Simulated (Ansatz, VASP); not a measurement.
# One calculation of TiTe2, two programs

```
Ti Te
1.0
     3.76240    0.00000    0.00000
    -1.88120    3.25833    0.00000
     0.00000    0.00000    6.54854
Ti Te
1 2
Direct
  0.00000 0.00000 0.00000
  0.33333 0.66667 0.26227
  0.66667 0.33333 0.73773
```

Alike in both runs: functional PBE; dispersion D3(BJ); k mesh 8 × 8 × 4; occupations gaussian, width 0.05 eV; no spin polarisation.

Ansatz relaxed the structure, and its values are those at the end. VASP's run is a single point on that final structure, the one shown.

```csv
,VASP,Ansatz
version,VASP 6.6.1,Ansatz 0.2.0
potentials or method,"VASP PAW PBE potentials, release 64 (Ti_sv, Te)","scalar-relativistic, plane waves, PAW"
plane-wave cutoff (eV),520,420
valence electrons in the cell,24,44
```

Ansatz gave:

| Quantity | Value |
| --- | --- |
| gap on the k mesh at the Fermi level (eV) | none |
| pressure (GPa) | -2.0 |
| rms of the force components (eV/Å) | 0.001 |
| dispersion energy (meV/atom) | -491.7 |

Problem. Estimate VASP's values.

Solution. gap on the k mesh at the Fermi level (eV): none; pressure (GPa): -2.0; rms of the force components (eV/Å): 0.006; dispersion energy (meV/atom): -491.5.

A gap of «none» marks a metal or a gap that the smearing closes. The two sets of potentials don't hold the same shells in valence.

Spin-orbit coupling is left out, which matters for the levels of Te.
